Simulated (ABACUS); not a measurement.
Write the native input for ABACUS 3.10.1 that does the following.

| Quantity | Value |
| --- | --- |
| Task | single point |
| Functional | LDA |
| Potentials or basis | SG15 ONCV 1.2 PBE |
| Cutoff | 1007 eV |
| Density cutoff | 4027 eV |
| Basis | plane waves |
| k mesh | 12 × 12 × 12 |
| Occupations | fermi-dirac, width 0.05 eV |
| Spin | no spin polarisation |
| Radial cutoff of the potentials (pseudo_rcut) | 7 bohr |
| SCF threshold on the density | 1e-08 |
| Max SCF steps | 100 |
| Eigensolver | dav |
| Mixing | broyden |
| Mixing share | 0.7 |
| Symmetry key | 1 |
| Bands | 22 |

Si2W:

```
W Si
1.0
    -1.60690    1.60690    3.91495
     1.60690   -1.60690    3.91495
     1.60690    1.60690   -3.91495
W Si
1 2
Direct
  0.00000 0.00000 0.00000
  0.66530 0.66530 0.00000
  0.33470 0.33470 0.00000
```

One way to write it, as run:

INPUT

```
INPUT_PARAMETERS
suffix              Si2W
calculation         scf
basis_type          pw
pseudo_dir          ./
symmetry            1
dft_functional      pz
ecutwfc             74
pseudo_rcut         7
nspin               1
nbands              22
ks_solver           dav
smearing_method     fd
smearing_sigma      0.00367493
scf_thr             1e-08
scf_nmax            100
mixing_type         broyden
mixing_beta         0.7
cal_force           1
cal_stress          1
kpar                4
```

STRU

```
ATOMIC_SPECIES
W 183.8400 W_ONCV_PBE-1.2.upf
Si 28.0850 Si_ONCV_PBE-1.2.upf

LATTICE_CONSTANT
1.8897261246

LATTICE_VECTORS
-1.6069000000 1.6069000000 3.9149500000
1.6069000000 -1.6069000000 3.9149500000
1.6069000000 1.6069000000 -3.9149500000

ATOMIC_POSITIONS
Direct

W
0.0
1
0.0000000000 0.0000000000 0.0000000000 1 1 1

Si
0.0
2
0.6653000000 0.6653000000 0.0000000000 1 1 1
0.3347000000 0.3347000000 0.0000000000 1 1 1
```

KPT

```
K_POINTS
0
Gamma
12 12 12 0 0 0
```

Potentials or basis: SG15 ONCV 1.2 PBE, plane waves.

Command:

```bash
$ OMP_NUM_THREADS=1 mpirun -np 4 abacus > log
```

It gave:

```json
{"Pressure": "-5.3 GPa", "Largest force": "0.115 eV/Å", "Band gap on the k mesh": "none (metal or under the smearing width)"}
```

Caveat: the potentials were made for another functional, which shifts forces and pressure.

Run time: 85 s on 4 MPI ranks on Intel(R) Xeon(R) Platinum 8259CL CPU @ 2.50GHz (Skylake/Cascade Lake), on a shared host, peak memory 0.56 GiB a rank.
